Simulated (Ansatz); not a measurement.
**Na (fcc): a workflow**

The computed numbers are results of PBE, scalar-relativistic (no spin polarisation) in the plane-wave PAW code Ansatz at 420 eV, 14×14×14 k-mesh, Gaussian smearing of 0.05 eV. The datasets are Ansatz's generated set soft_2.

At room temperature and ambient pressure Na is bcc.

Starting cell:

```yaml
crystal:
  lattice:
    - [0.00000, 2.66473, 2.66473]
    - [2.66473, 0.00000, 2.66473]
    - [2.66473, 2.66473, 0.00000]
  atoms:
    - { symbol: Na, position: [0.00000, 0.00000, 0.00000] }
```

The first steps of the search for zero pressure:

| run | level | k-mesh | kind | V (Å³/atom) | P (GPa) | gap on the mesh (eV) |
| --- | --- | --- | --- | --- | --- | --- |
| 1 | PBE | 14×14×14 | fixed cell | 37.84 | -0.2 | metal |
| 2 | PBE | 14×14×14 | fixed cell | 37.69 | -0.1 | metal |

Question: At which volume does PBE reach zero pressure?

Answer: 37.01 Å³/atom, about 2.2 % under the start.

The steps that followed:

| run | level | k-mesh | kind | V (Å³/atom) | P (GPa) | E − E(final) (meV/atom) | gap on the mesh (eV) |
| --- | --- | --- | --- | --- | --- | --- | --- |
| 3 | PBE | 14×14×14 | fixed cell | 37.01 | 0.0 | 0.0 | metal |

Cell and atoms are those of this level's equilibrium.

The final structure (symmetry read at 0.01 Å). The structure is cubic, space group Fm-3m (No. 225). The conventional cell has a = 5.290 Å, b = 5.290 Å, c = 5.290 Å, α = 90.00°, β = 90.00°, γ = 90.00°. Around Na (site symmetry m-3m) lie 12 Na at 3.74 Å. (Neighbours are counted to 15 % beyond the shortest distance.)

```json
{"atom": "Na", "site": "4a", "symmetry": "m-3m", "x": "0.0000", "y": "0.0000", "z": "0.0000"}
```

- At the final geometry the gap, band path included, is zero (metallic).

**What lies behind the numbers.**

The calculation's cell holds 9 valence electrons, an odd number. Without magnetic order each band takes two, so one stays part-filled and the crystal must be a metal.
